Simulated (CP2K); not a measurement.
# W under changes of volume

One of the cells (15.848 Å³/atom); the others are scaled copies at fixed shape and fractional positions:

```
CELL_PARAMETERS angstrom
2.74070 0.00000 0.00000
-0.91357 2.58396 0.00000
-0.91357 -1.29198 2.23777
ATOMIC_POSITIONS crystal
W 0.00000 0.00000 0.00000
```

| Item | Value |
| --- | --- |
| Program | CP2K 2026.2 |
| Functional | LDA |
| Potentials or basis | GTH_POTENTIALS W GTH-PADE-q14; TZVP-MOLOPT-PBE-GTH basis |
| Density cutoff | 6123 eV |
| k mesh | 12 × 12 × 12 |
| Occupations | fermi-dirac, width 0.05 eV |
| Spin | no spin polarisation |

```csv
volume (Å³/atom),energy over the lowest point (meV/atom),pressure (GPa)
14.897,0.00,-21.1
15.214,59.26,-37.6
15.531,149.70,-53.3
15.848,269.56,-68.0
16.165,418.10,-81.4
16.482,591.71,-93.7
16.798,?,?
```

Q: What does the run at 16.798 Å³/atom give?

A: Energy over the lowest point 788.38 meV/atom; pressure -104.8 GPa.

Worked out: A Birch-Murnaghan fit of order 3 (a polynomial in V^(-2/3)) to the other rows has its minimum at 14.51 Å³/atom, just outside them, with B0 = V·E''(V) = 830 GPa (rough, since the energies scatter). It gives 789.56 meV/atom at 16.798 Å³/atom, against the run's 788.38, and -dE/dV = -106.1 GPa, against -104.8.

Energies are extrapolated to zero smearing.

Caveats: the basis of atomic orbitals isn't converged, which shifts pressures, moduli and gaps.
